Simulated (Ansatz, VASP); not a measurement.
## One calculation of B3As2, two programs

INCAR

```
ALGO = Normal
EDIFF = 1E-6
ENCUT = 520
GGA = PE
ISIF = 2
ISMEAR = 0
LASPH = True
LCHARG = True
LELF = True
LREAL = False
LVHAR = True
LWAVE = False
NBANDS = 18
NELM = 100
PREC = Accurate
SIGMA = 0.1
```

Contents of KPOINTS:

```
k-points
0
Gamma
  4 4 4
```

Contents of POSCAR:

```
B3As2
1.0
    4.1437539200      0.0000000000      0.0000000000
    0.0000000000      4.1437539200      0.0000000000
    0.0000000000      0.0000000000      4.1437539200
B As
3 2
Direct
    0.5000000000      0.0000000000      0.0000000000
    0.0000000000      0.5000000000      0.0000000000
    0.0000000000      0.0000000000      0.5000000000
    0.5000000000      0.5000000000      0.5000000000
    0.0000000000      0.0000000000      0.0000000000
```

Input for Ansatz:

```yaml
crystal:
  lattice:
    - [4.14375392, 0.0, 0.0]
    - [0.0, 4.14375392, 0.0]
    - [0.0, 0.0, 4.14375392]
  atoms:
    - { symbol: B, position: [0.5, 0.0, 0.0] }
    - { symbol: B, position: [0.0, 0.5, 0.0] }
    - { symbol: B, position: [0.0, 0.0, 0.5] }
    - { symbol: As, position: [0.5, 0.5, 0.5] }
    - { symbol: As, position: [0.0, 0.0, 0.0] }
basis:
  ecutwfc: 420
kpoints:
  mp_grid: { grid: [4, 4, 4] }
hamiltonian:
  xc: pbe
scf:
  occupations: { method: gaussian, width: 0.1 }
  lower_state_search: "off"
output:
  forces: true
  stress: true
  eigenvalues: true
```

Change from the starting cell: species swapped into the Tl2F3 type (Pm-3m, No. 221).

Alike in both runs: task single point; functional PBE; k mesh 4 × 4 × 4; occupations gaussian, width 0.1 eV; no spin polarisation.

|  | VASP | Ansatz |
| --- | --- | --- |
| version | VASP 6.6.1 | Ansatz 0.2.0 |
| potentials or method | VASP PAW PBE potentials, release 64 (B, As) | scalar-relativistic, plane waves, PAW |
| plane-wave cutoff (eV) | 520 | 420 |
| valence electrons in the cell | 19 | 39 |

Ansatz gave:

```
gap on the k mesh at the Fermi level (eV) : none
pressure (GPa)                            : 0.3
```

What did VASP give for the same quantities?

gap on the k mesh at the Fermi level (eV): none; pressure (GPa): 0.7.

A gap of «none» marks a metal or a gap that the smearing closes. The two sets of potentials don't hold the same shells in valence.

Caveats: the k mesh is coarse (spacing up to 0.38 Å⁻¹), so the values aren't converged.
